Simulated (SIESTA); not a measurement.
The system is InP.

```
In P
1.0
     0.00000    2.93050    2.93050
     2.93050    0.00000    2.93050
     2.93050    2.93050    0.00000
In P
1 1
Direct
  0.00000 0.00000 0.00000
  0.75000 0.75000 0.75000
```

Base run:

| Item | Value |
| --- | --- |
| Program | SIESTA 5.4.2 |
| Functional | vdW-DF-cx |
| Potentials or basis | PseudoDojo 0.4 standard (PBE files) |
| Basis | DZP (energy shift 0.003 Ry; two zetas on semicore shells) |
| Grid cutoff | 500 Ry |
| Energy shift | 0.003 Ry |
| k mesh | 8 × 8 × 8 |
| Occupations | fermi-dirac, width 0.05 eV |
| Spin | no spin polarisation |

Its results: band gap on the k mesh 0.76 eV, direct; pressure 1.9 GPa.

Problem. The run is repeated on the same cell with these changes: functional from vdW-DF-cx to BLYP. What comes out?

Solution. Band gap on the k mesh 0.77 eV, direct; pressure 7.1 GPa.

Caveats: the potentials were made for another functional, which shifts forces and pressure; spin-orbit coupling is left out, which moves the levels of the heavy elements; the basis of atomic orbitals isn't converged, which shifts pressures, moduli and gaps.
